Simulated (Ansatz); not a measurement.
Input and command of a calculation in Ansatz (plane waves; scalar-relativistic PAW potentials unless the input names others):

```yaml
crystal:
  lattice:
    - [2.3531736722, 0.0, 0.0]
    - [-1.1765868361, 2.0379081796, 0.0]
    - [0.0, 0.0, 6.8741088]
  atoms:
    - { symbol: B, position: [0.0, 0.0, 0.5] }
    - { symbol: B, position: [0.3333333333, 0.6666666667, 0.0] }
    - { symbol: "N", position: [0.0, 0.0, 0.0] }
    - { symbol: "N", position: [0.6666666667, 0.3333333333, 0.5] }
basis:
  ecutwfc: "550 eV"
kpoints:
  mp_grid: { grid: [8, 8, 3] }
hamiltonian:
  xc: pbesol
scf:
  occupations: { method: gaussian, width: 0.02 }
output:
  forces: true
  eigenvalues: true
  stress: true
```

```bash
ansatz run input.yaml --threads 1 --pin off --max-ram 1331MiB --backend cpu --events-out ev --progress --plain --runs-dir out
```

Abridged log:
```
Basis set: ecut = 550 eV, 969 PW (Γ), exchange–correlation on 36×36×108 points (8 copies of the dense FFT grid, shifted against one another)
Bands: 12, of which v1, the nominal top of the filled ones, is band 8 counted from 1 (7 counted from 0)
Symmetry: 12 space group operations
k-points: 20 of 192 (time reversal used)
SCF iter   1: F=—  HF=-1066.540956 eV  |F-HF|=—  |Δ(HF+E_count)|=         —  Δρ=9.73e-3  dr2=2.86e-2  ethr=1.77e-3  ⟨swp⟩=6.3  Hψ=1530  notcnv=0
SCF iter   2: F=—  HF=-1066.531941 eV  |F-HF|=—  |Δ(HF+E_count)|=   9.01e-3  Δρ=3.32e-3  dr2=1.83e-3  ethr=1.79e-4  ⟨swp⟩=3.0  Hψ=622  notcnv=0
SCF iter   3: F=—  HF=-1066.531568 eV  |F-HF|=—  |Δ(HF+E_count)|=   3.73e-4  Δρ=1.14e-3  dr2=1.66e-4  ethr=1.14e-5  ⟨swp⟩=2.0  Hψ=468  notcnv=0
SCF iter   4: F=—  HF=-1066.531631 eV  |F-HF|=—  |Δ(HF+E_count)|=   6.25e-5  Δρ=3.51e-4  dr2=1.16e-5  ethr=1.03e-6  ⟨swp⟩=2.6  Hψ=410  notcnv=0
SCF iter   5: F=—  HF=-1066.531644 eV  |F-HF|=—  |Δ(HF+E_count)|=   1.30e-5  Δρ=4.58e-5  dr2=2.26e-7  ethr=7.27e-8  ⟨swp⟩=2.5  Hψ=398  notcnv=0
SCF iter   6: F=-1066.531644 eV  HF=-1066.531644 eV  |F-HF|=2.26e-9  |Δ(HF+E_count)|=   2.50e-7  Δρ=7.01e-6  dr2=1.05e-8  ethr=6.25e-10  ⟨swp⟩=5.8  Hψ=1161  notcnv=0
SCF 1 converged in 6 iterations: F = -1066.531644 eV  dr2 = 1.05e-8
SCF converged after 6 iterations
Free energy (F): -1066.531644 eV
Harris-Foulkes:  -1066.531644 eV  (|F-HF|=2.26e-9)
Internal energy: -1066.531644 eV  (E = F + TS)
E sigma→0 (E₀):  -1066.531644 eV
Fermi energy:    7.715274 eV
--- Forces (eV/Å), atoms counted from 1 ---
  atom   1  B      0.00000000     0.00000000     0.00000000
  atom   2  B      0.00000000     0.00000000     0.00000000
  atom   3  N      0.00000000     0.00000000     0.00000000
  atom   4  N      0.00000000     0.00000000     0.00000000
--- Stress (GPa, compression-positive) ---
       84.956702       0.000000       0.000000
        0.000000      84.956702       0.000000
        0.000000       0.000000       0.258235
  P = ⅓ Tr σ = 56.7239 GPa (567.239 kbar)
```

Apart from outputs and empty bands, the input differs from a reference run on usual settings in basis.ecutwfc: 420 → "550 eV"; kpoints.mp_grid.grid: [12, 12, 4] → [8, 8, 3]. The reference, at the same geometry (not necessarily relaxed), gave pressure 56.71 GPa, largest force 0.000 eV/Å, gap on the mesh 4.64 eV. This run converged in 6 SCF iterations (reference: 6) with an energy at zero smearing 2.83 meV/atom below the reference's, pressure 56.72 GPa, largest force 0.000 eV/Å, gap on the mesh 4.78 eV. Its k mesh is looser than usual, and the result moved.